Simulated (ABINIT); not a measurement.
# CoO (P-6m2) in ABINIT: single point with LDA+U

Aim: the single point of CoO with LDA+U.

All numbers are computed with ABINIT 10.8.3 (patched build); they aren't measurements. Logs are shortened: lines on timing, memory, paths and dates and some standing lists are left out, and cuts for length are marked. The log counts tension as positive stress, the text compression.

### 1 The crystal as given

The structure is hexagonal, space group P-6m2 (No. 187). Conventional cell: a = 2.828 Å, b = 2.828 Å, c = 2.722 Å, α = 90.00°, β = 90.00°, γ = 120.00°. Co (site symmetry -6m2) is surrounded by 6 O at 2.13 Å. O (site symmetry -6m2) is surrounded by 6 Co at 2.13 Å.

The cell was built by a generator and needn't be a form met in nature.

### 2 Single point, LDA+U, collinear spin, ferromagnetic start

Input file run.abi:

```
# Pseudopotentials
pp_dirpath "./"
pseudos "Co.LDA_PW-JTH.xml, O.LDA_PW-JTH.xml"

# Structure
acell 3*1.0
rprim
     5.3449958572     0.0000000000     0.0000000000
    -2.6725073772     4.6289030395     0.0000000000
     0.0000000000     0.0000000000     5.1433053879
ntypat 2
znucl 27 8
natom 2
typat 1 2
xred
     0.0000000000     0.0000000000     0.5000000000
     0.6666700000     0.3333300000     0.0000000000

# Plane-wave basis
ecut 707.496042 eV
pawecutdg 48.0

# k points
kptopt 1
ngkpt 8 8 8
nshiftk 1
shiftk 0.0 0.0 0.0

# Exchange and correlation
ixc 7

# Bands and occupations
nband 16
occopt 3
tsmear 0.05 eV

# Spin
nsppol 2
spinat
     0.0000000000     0.0000000000     2.0000000000
     0.0000000000     0.0000000000     0.0000000000

# DFT+U
usepawu 1
lpawu 2 -1
upawu 1.0 0.0 eV
jpawu 0.7 0.0 eV

# SCF cycle
nstep 100
tolvrs 1.0e-9

# Output
iomode 3
prtwf 0
prtden 0
prteig 0
prtebands 0
```

Potentials or basis: JTH PAW LDA v2.0.

The run is started by

```
abinit run.abi > log 2>&1
```

run.abo:

```text
.Version 10.8.3 of ABINIT
 Symmetries : space group P-6 m 2 (#187); Bravais hP (primitive hexag.)
================================================================================
 Values of the parameters that define the memory need of the present run
     intxc =       0    ionmov =       0      iscf =      17    lmnmax =      18
     lnmax =       6     mgfft =      27  mpssoang =       3    mqgrid =    3001
     natom =       2  nloc_mem =       2    nspden =       2   nspinor =       1
    nsppol =       2      nsym =      12    n1xccc =       1    ntypat =       2
    occopt =       3   xclevel =       1
       mpw =         822          nfft =       17496          nkpt =          50
 PAW method is used; the additional fine FFT grid is defined by:
   mgfftf=        36    nfftf =     46656
================================================================================
================================================================================

--------------------------------------------------------------------------------
------------- Echo of variables that govern the present computation ------------
--------------------------------------------------------------------------------
 -outvars: echo values of preprocessed input variables --------
            acell      5.3449985848E+00  5.3449985848E+00  5.1433053879E+00 Bohr
              amu      5.89332000E+01  1.59994000E+01
             ecut      2.60000000E+01 Hartree
              ixc           7
            jpawu      2.57245255E-02  0.00000000E+00 Hartree
         kptrlatt        8    0    0      0    8    0      0    0    8
          kptrlen      4.11464431E+01
            lpawu           2      -1
            natom           2
            nband          16
            ngfft          27      27      24
          ngfftdg          36      36      36
             nkpt          50
           nspden           2
           nsppol           2
            nstep         100
             nsym          12
           ntypat           2
           occopt           3
        pawecutdg      4.80000000E+01 Hartree
           prtden           0
        prtebands           0
           prteig           0
            prtwf           0
            rprim      1.0000000000E+00  0.0000000000E+00  0.0000000000E+00
                      -5.0000000000E-01  8.6602540378E-01  0.0000000000E+00
                       0.0000000000E+00  0.0000000000E+00  1.0000000000E+00
          spgroup         187
           spinat      0.0000000000E+00  0.0000000000E+00  2.0000000000E+00
                       0.0000000000E+00  0.0000000000E+00  0.0000000000E+00
           tolvrs      1.00000000E-09
           tsmear      1.83746611E-03 Hartree
            typat      1  2
            upawu      3.67493222E-02  0.00000000E+00 Hartree
          usepawu           1
           useylm           1
           xangst      0.0000000000E+00  0.0000000000E+00  1.3608599991E+00
[... 210 lines left out ...]
 frms,max,avg= 1.0119082E-29 1.7526764E-29   0.000E+00  0.000E+00  0.000E+00 e/A
 length scales=  5.344998584834  5.344998584834  5.143305387900 bohr
              =  2.828451441484  2.828451441484  2.721719998145 angstroms
 Fermi (or HOMO) energy (hartree) =   0.37351   Average Vxc (hartree)=  -0.46210
 Magnetization (Bohr magneton)=  1.09734060E-01
 Total spin up =  1.14451330E+01   Total spin down =  1.15548670E+01
 Eigenvalues (hartree) for nkpt=  50  k points, SPIN UP:
 kpt#   1, nband= 16, wtk=  0.00195, kpt=  0.0000  0.0000  0.0000 (reduced coord)
  -3.08109   -1.74703   -1.74703   -1.74607   -0.36904    0.21492    0.21492    0.23936
   0.26218    0.36097    0.36097    0.37779    0.37779    0.41559    0.92218    0.97809
      occupation numbers for kpt#   1
   1.00000    1.00000    1.00000    1.00000    1.00000    1.00000    1.00000    1.00000
   1.00000    0.99891    0.99891    0.08872    0.08872    0.00000    0.00000    0.00000
 prteigrs : prtvol=0 or 1, do not print more k-points.

 Eigenvalues (hartree) for nkpt=  50  k points, SPIN DOWN:
 kpt#   1, nband= 16, wtk=  0.00195, kpt=  0.0000  0.0000  0.0000 (reduced coord)
  -3.08458   -1.75754   -1.74638   -1.74638   -0.37023    0.21666    0.21666    0.23793
   0.27388    0.33574    0.33574    0.38413    0.38413    0.41519    0.92486    0.97686
      occupation numbers for kpt#   1
   1.00000    1.00000    1.00000    1.00000    1.00000    1.00000    1.00000    1.00000
   1.00000    1.00000    1.00000    0.00307    0.00307    0.00000    0.00000    0.00000
 prteigrs : prtvol=0 or 1, do not print more k-points.

--- !EnergyTerms
iteration_state     : {dtset: 1, }
comment             : Components of total free energy in Hartree
kinetic             :  1.92333054029823E+01
hartree             :  4.23124017463696E+01
xc                  : -5.94212960632538E+00
Ewald energy        : -1.06723634726118E+02
psp_core            :  3.46013616104521E+00
local_psp           : -1.41373478487127E+02
PAW spherical_terms :  2.64247356332915E+01
internal            : -1.62608663875881E+02
'-kT*entropy'       : -1.45932866928806E-03
total_energy        : -1.62610123204551E+02
total_energy_eV     : -4.42484687002558E+03
...

--- !EnergyTermsDC
iteration_state     : {dtset: 1, }
comment             : '"Double-counting" decomposition of free energy'
band_energy         : -1.39447392584230E+01
Ewald energy        : -1.06723634726118E+02
psp_core            :  3.46013616104521E+00
xc_dc               : -4.04749760359194E+01
PAW spherical_terms : -4.92545092224293E+00
internal            : -1.62608664781658E+02
'-kT*entropy'       : -1.45932866928806E-03
total_energy_dc     : -1.62610124110327E+02
total_energy_dc_eV  : -4.42484689467303E+03
...

--- !EnergyTermsWithPAWCore
iteration_state     : {dtset: 1, }
comment             : 'Components of total free energy, including PAW core contributions'
Total energy        : -1.46586286226452E+03
Total energy DC     : -1.46586286317030E+03
Total energy (eV)   : -3.98881605287192E+04
Total energy DC (eV): -3.98881605533667E+04
...

 Cartesian components of stress tensor (hartree/bohr^3)
  sigma(1 1)=  9.17195050E-04  sigma(3 2)=  0.00000000E+00
  sigma(2 2)=  9.17195050E-04  sigma(3 1)=  0.00000000E+00
  sigma(3 3)=  1.08704104E-03  sigma(2 1)=  0.00000000E+00

-Cartesian components of stress tensor (GPa)         [Pressure= -2.8650E+01 GPa]
- sigma(1 1)=  2.69848100E+01  sigma(3 2)=  0.00000000E+00
- sigma(2 2)=  2.69848100E+01  sigma(3 1)=  0.00000000E+00
- sigma(3 3)=  3.19818516E+01  sigma(2 1)=  0.00000000E+00

== END DATASET(S) ==============================================================
================================================================================

 -outvars: echo values of variables after computation  --------
            acell      5.3449985848E+00  5.3449985848E+00  5.1433053879E+00 Bohr
           etotal     -1.6261012411E+02
            fcart     -0.0000000000E+00 -3.4084129210E-31 -0.0000000000E+00
                      -0.0000000000E+00  3.4084129210E-31 -0.0000000000E+00
            rprim      1.0000000000E+00  0.0000000000E+00  0.0000000000E+00
                      -5.0000000000E-01  8.6602540378E-01  0.0000000000E+00
                       0.0000000000E+00  0.0000000000E+00  1.0000000000E+00
           strten      9.1719505047E-04  9.1719505047E-04  1.0870410400E-03
                       0.0000000000E+00  0.0000000000E+00  0.0000000000E+00
           xangst      0.0000000000E+00  0.0000000000E+00  1.3608599991E+00
                       1.4142257207E+00  8.1650360057E-01  0.0000000000E+00
             xred      0.0000000000E+00  0.0000000000E+00  5.0000000000E-01
                       6.6666666667E-01  3.3333333333E-01  0.0000000000E+00
 Calculation completed.
```

It took 89 s on 1 thread of Arm Neoverse V2, shared host; peak memory 0.11 GiB.

What came out:

- Free energy: -4424.8469 eV
- Pressure: -28.7 GPa
- Band gap on the k mesh: none (metal or under the smearing width)
- Net moment: -0.11 μB per cell
- Site moments: Co -0.08; O -0.02 μB
- Valence electrons inside the program's atomic spheres: Co 15.38; O 4.42

Levels at points of the mesh, in eV from the Fermi level:
Spin up:
```
           k point  band 9  band 10  band 11  band 12  band 13  band 14
(0.00, 0.00, 0.00)   -3.03    -0.34    -0.34     0.12     0.12     1.15
(0.50, 0.00, 0.00)   -2.69    -0.52    -0.46    -0.28     0.99     5.94
(0.00, 0.00, 0.50)   -1.55    -1.55    -0.66     0.26     0.26     7.13
(0.50, 0.00, 0.50)   -1.51    -0.38    -0.31     0.02     1.36     5.78
```
Spin down:
```csv
k point,band 10,band 11,band 12,band 13,band 14,band 15
"(0.00, 0.00, 0.00)",-1.03,-1.03,0.29,0.29,1.13,15.00
"(0.50, 0.00, 0.00)",-1.19,-0.17,-0.02,0.50,5.94,9.00
"(0.00, 0.00, 0.50)",-1.30,-0.30,-0.22,-0.22,7.13,7.14
"(0.50, 0.00, 0.50)",-0.57,-0.11,0.08,0.87,5.82,11.05
```

Eigenvalues of the final occupation matrices:
```tsv
site	spin	trace	eigenvalues
atom 1	1	3.43	0.48 0.48 0.80 0.80 0.89
atom 1	2	3.50	0.67 0.67 0.71 0.71 0.75
```

Caveat: a pressure of tens of GPa on the cell as given is suspect, and the run, the potentials or the cell itself is likely at fault. The state reached can hang on the start; a lower one may exist.
